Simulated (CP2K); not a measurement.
# Ti under changes of volume

One of the cells (17.676 Å³/atom); the others are scaled copies at fixed shape and fractional positions:

```
Ti
1.0
     2.84230    0.00000    0.00000
    -0.94743    2.67974    0.00000
    -0.94743   -1.33987    2.32072
Ti
1
Direct
  0.00000 0.00000 0.00000
```

This isn't the form of Ti at room conditions, which is hcp.

* Program: CP2K 2026.2
* Functional: PBEsol
* Potentials or basis: POTENTIAL_UZH Ti GTH-PBE-q12; TZVP-MOLOPT-PBE-GTH basis
* Density cutoff: 6123 eV
* k mesh: 11 × 11 × 11
* Occupations: fermi-dirac, width 0.0259 eV
* Spin: no spin polarisation

```csv
volume (Å³/atom),energy over the lowest point (meV/atom),pressure (GPa)
16.616,0.00,-0.6
16.969,4.12,-2.9
17.323,?,?
17.676,26.35,-6.8
18.030,43.57,-8.5
18.383,64.26,-10.0
18.737,88.06,-11.4
```

Q: What does the run at 17.323 Å³/atom give?

A: Energy over the lowest point 13.02 meV/atom; pressure -5.0 GPa.

Worked out: A Birch-Murnaghan fit of order 3 (a polynomial in V^(-2/3)) to the other rows has its minimum at 16.52 Å³/atom, just outside them, with B0 = V·E''(V) = 118 GPa and B' = 4.2. It gives 13.08 meV/atom at 17.323 Å³/atom, against the run's 13.02, and -dE/dV = -5.1 GPa, against -5.0.

Energies are extrapolated to zero smearing.

Caveats: the potentials were made for another functional, which shifts forces and pressure; the basis of atomic orbitals isn't converged, which shifts pressures, moduli and gaps.
